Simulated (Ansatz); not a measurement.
Input and command of a calculation in Ansatz (plane waves; scalar-relativistic PAW potentials unless the input names others):

```yaml
crystal:
  lattice:
    - [4.0007767834, 1.08e-08, -0.0003862302]
    - [-2.0003883824, 3.4647743346, 0.0003862302]
    - [-2.0005452838, 1.1550153581, 1.6283739254]
  atoms:
    - { symbol: Al, position: [0.0, 0.0, 0.0] }
    - { symbol: Co, position: [0.5, 0.5, 0.5] }
basis:
  ecutwfc: 420
kpoints:
  mp_grid: { grid: [1, 1, 1] }
hamiltonian:
  xc: pbesol
scf:
  occupations: { method: gaussian, width: 0.1 }
  max_iter: 75
output:
  forces: true
  eigenvalues: true
  stress: true
```

```bash
ansatz run input.yaml --threads 4 --pin off --max-ram 8192MiB --backend cpu --events-out ev --progress --plain --runs-dir out
```

Abridged log:
```
Basis set: ecut = 420 eV, 461 PW (Γ), FFT grids on a1+a3, a2−a3, a3, exchange–correlation on 40×40×40 points (8 copies of the dense FFT grid, shifted against one another)
Bands: 14, of which v1, the nominal top of the filled ones, is band 10 counted from 1 (9 counted from 0)
Symmetry: 4 space group operations
k-points: 1
SCF iter   1: F=—  HF=-5621.538937 eV  |F-HF|=—  |Δ(HF+E_count)|=         —  Δρ=3.25e-1  dr2=1.86e1  ethr=1.77e-3  ⟨swp⟩=4.0  Hψ=70  notcnv=0
SCF iter   2: F=—  HF=-5636.742703 eV  |F-HF|=—  |Δ(HF+E_count)|=    1.52e1  Δρ=1.44e0  dr2=3.57e2  ethr=1.77e-3  ⟨swp⟩=4.0  Hψ=47  notcnv=0  recentre
SCF iter   3: F=—  HF=-5619.299160 eV  |F-HF|=—  |Δ(HF+E_count)|=    1.74e1  Δρ=1.85e-1  dr2=6.87e0  ethr=1.77e-3  ⟨swp⟩=4.0  Hψ=47  notcnv=0
SCF iter   4: F=—  HF=-5618.643976 eV  |F-HF|=—  |Δ(HF+E_count)|=   6.55e-1  Δρ=1.33e-1  dr2=3.64e0  ethr=1.77e-3  ⟨swp⟩=2.0  Hψ=30  notcnv=0
SCF iter   5: F=—  HF=-5618.132151 eV  |F-HF|=—  |Δ(HF+E_count)|=   5.12e-1  Δρ=7.78e-2  dr2=1.23e0  ethr=1.77e-3  ⟨swp⟩=2.0  Hψ=24  notcnv=0
SCF iter   6: F=—  HF=-5617.998872 eV  |F-HF|=—  |Δ(HF+E_count)|=   1.33e-1  Δρ=5.48e-2  dr2=5.99e-1  ethr=1.77e-3  ⟨swp⟩=2.0  Hψ=26  notcnv=0
SCF iter   7: F=—  HF=-5617.911073 eV  |F-HF|=—  |Δ(HF+E_count)|=   8.78e-2  Δρ=2.83e-2  dr2=1.55e-1  ethr=1.77e-3  ⟨swp⟩=2.0  Hψ=22  notcnv=0
SCF iter   8: F=—  HF=-5617.884130 eV  |F-HF|=—  |Δ(HF+E_count)|=   2.69e-2  Δρ=9.02e-3  dr2=1.60e-2  ethr=7.73e-4  ⟨swp⟩=2.0  Hψ=22  notcnv=0
SCF iter   9: F=—  HF=-5617.881055 eV  |F-HF|=—  |Δ(HF+E_count)|=   3.07e-3  Δρ=1.59e-3  dr2=5.11e-4  ethr=7.99e-5  ⟨swp⟩=1.0  Hψ=22  notcnv=0
SCF iter  10: F=—  HF=-5617.880969 eV  |F-HF|=—  |Δ(HF+E_count)|=   8.66e-5  Δρ=5.03e-5  dr2=4.46e-7  ethr=2.55e-6  ⟨swp⟩=2.0  Hψ=20  notcnv=0
SCF iter  11: F=—  HF=-5617.880985 eV  |F-HF|=—  |Δ(HF+E_count)|=   1.68e-5  Δρ=3.04e-5  dr2=1.58e-7  ethr=5.00e-10  ⟨swp⟩=6.0  Hψ=73  notcnv=0
SCF iter  12: F=-5617.880985 eV  HF=-5617.880985 eV  |F-HF|=1.30e-9  |Δ(HF+E_count)|=   1.86e-8  Δρ=3.52e-6  dr2=1.45e-9  ethr=5.00e-10  ⟨swp⟩=5.0  Hψ=51  notcnv=0
SCF 1 converged in 12 iterations: F = -5617.880985 eV  dr2 = 1.45e-9
SCF converged after 12 iterations
Free energy (F): -5617.880985 eV
Harris-Foulkes:  -5617.880985 eV  (|F-HF|=1.30e-9)
Internal energy: -5617.880985 eV  (E = F + TS)
E sigma→0 (E₀):  -5617.880985 eV
Fermi energy:    19.271047 eV
--- Forces (eV/Å), atoms counted from 1 ---
  atom   1  Al     0.00000000     0.00000000     0.00000000
  atom   2  Co     0.00000000     0.00000000     0.00000000
--- Stress (GPa, compression-positive) ---
      -22.545806       0.032485       0.015454
        0.032485     -22.508295      -0.008923
        0.015413      -0.008898     -23.529098
  P = ⅓ Tr σ = -22.8611 GPa (-228.611 kbar)
```

Task: What is wrong with this input?

Result: The fault is one k-point for a small cell (kpoints.mp_grid.grid: [9, 9, 21] → [1, 1, 1], the first being the value of the sound run). Setting it back cures it. The run converged all the same, with an energy at zero smearing 447 meV/atom above the reference's, pressure -22.86 GPa, largest force 0.000 eV/Å, gap on the mesh 2.57 eV, so convergence alone doesn't show that an input is right. A reference run on usual settings, whose relaxation ended at this geometry, converged, and the end of its own relaxation has pressure -0.68 GPa, largest force 0.000 eV/Å, no gap on the mesh (its cell was held, or driven to that pressure on purpose).

The run took 2.2 s on 4 threads of AMD EPYC (Zen 3) (shared host), peak memory 0.28 GiB.